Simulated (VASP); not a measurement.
# KTaO3: single point with PBEsol

The system is KTaO3.

```
K Ta O
1.0
     3.97213    0.00000    0.00000
     0.00000    3.97213    0.00000
     0.00000    0.00000    3.97213
K Ta O
1 1 3
Cartesian
  1.9861 1.9861 1.9861
  0.0000 0.0000 0.0000
  0.0000 1.9861 0.0000
  0.0000 0.0000 1.9861
  1.9861 0.0000 0.0000
```

The cell is a database's computed one.

* Program: VASP 6.6.1
* Task: single point
* Functional: PBEsol
* Potentials or basis: VASP PAW PBE potentials, release 64 (K_sv, Ta_pv, O)
* Cutoff: 520 eV
* k mesh: 8 × 8 × 8
* Occupations: gaussian, width 0.02 eV
* Spin: no spin polarisation

The pressure is 2.8 GPa. The band gap on the k mesh is 2.11 eV, indirect (least direct gap 2.73 eV).

Levels at points of the mesh, in eV from the valence-band top:
```tsv
k point	band 15	band 16	band 17	band 18	band 19	band 20	band 21	band 22	band 23	band 24
(0.00, 0.00, 0.00)	-1.09	-1.09	-0.62	-0.62	-0.62	2.11	2.11	2.11	6.54	6.89
(0.50, 0.00, 0.00)	-2.35	-2.20	-1.58	-0.85	-0.85	2.28	5.06	5.06	6.94	8.56
(0.50, 0.50, 0.00)	-2.93	-1.64	-1.47	-1.47	-0.04	5.10	5.10	6.41	7.79	10.08
(0.50, 0.50, 0.50)	-3.98	-3.98	0.00	0.00	0.00	6.56	6.56	6.56	8.83	8.83
```

Run time: 26 s on 1 thread of Intel(R) Xeon(R) Platinum 8559C (Emerald Rapids) (shared host), peak memory 0.2 GiB.

Caveat: the PAW data sets were made with another functional, which shifts forces and pressure a little; spin-orbit coupling is left out, which moves the levels of the heavy elements. PBEsol gaps usually lie below the measured ones, often by a third to a half.
